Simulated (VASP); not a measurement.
Wanted: the native input for a VASP 6.6.1 run.

| Item | Value |
| --- | --- |
| Task | single point |
| Functional | LDA |
| Potentials or basis | VASP PAW LDA potentials, release 64 (Cd, F) |
| Cutoff | 520 eV |
| k mesh | 8 × 8 × 8 |
| Occupations | gaussian, width 0.05 eV |
| Spin | no spin polarisation |
| Dipole correction | no |
| Further INCAR settings | ALGO = Fast; EDIFF = 1e-06; NBANDS = 20 |

The structure of CdF2 lies in POSCAR:

```
CdF2
1.0
    0.0000000000      2.6488277134      2.6488277134
    2.6488277134      0.0000000000      2.6488277134
    2.6488277134      2.6488277134      0.0000000000
Cd F
1 2
Direct
    0.0000000000      0.0000000000      0.0000000000
    0.2500000000      0.2500000000      0.2500000000
    0.7500000000      0.7500000000      0.7500000000
```

The input as run:

INCAR

```
ALGO = Fast ; EDIFF = 1E-6
ENCUT = 520 ; GGA = CA
ISIF = 2 ; ISMEAR = 0
LASPH = T ; LCHARG = F
LREAL = F ; LWAVE = F
NBANDS = 20 ; NELM = 80
PREC = Accurate ; SIGMA = 0.05
```

KPOINTS

```
k-points
0
Gamma
  8 8 8
```

Potentials or basis: VASP PAW LDA potentials, release 64 (Cd, F).

Launch:

```bash
$ cat potpaw_LDA.64/Cd/POTCAR potpaw_LDA.64/F/POTCAR > POTCAR
$ mpirun -np 1 vasp_std > vasp.out
```

It gave:

| Item | Value |
| --- | --- |
| Pressure | 1.3 GPa |
| Band gap on the k mesh | 2.97 eV, indirect (least direct gap 3.39 eV) |

It took 11 s on 1 thread of Intel(R) Xeon(R) 6975P-C (Granite Rapids) (shared host), peak memory 0.14 GiB.
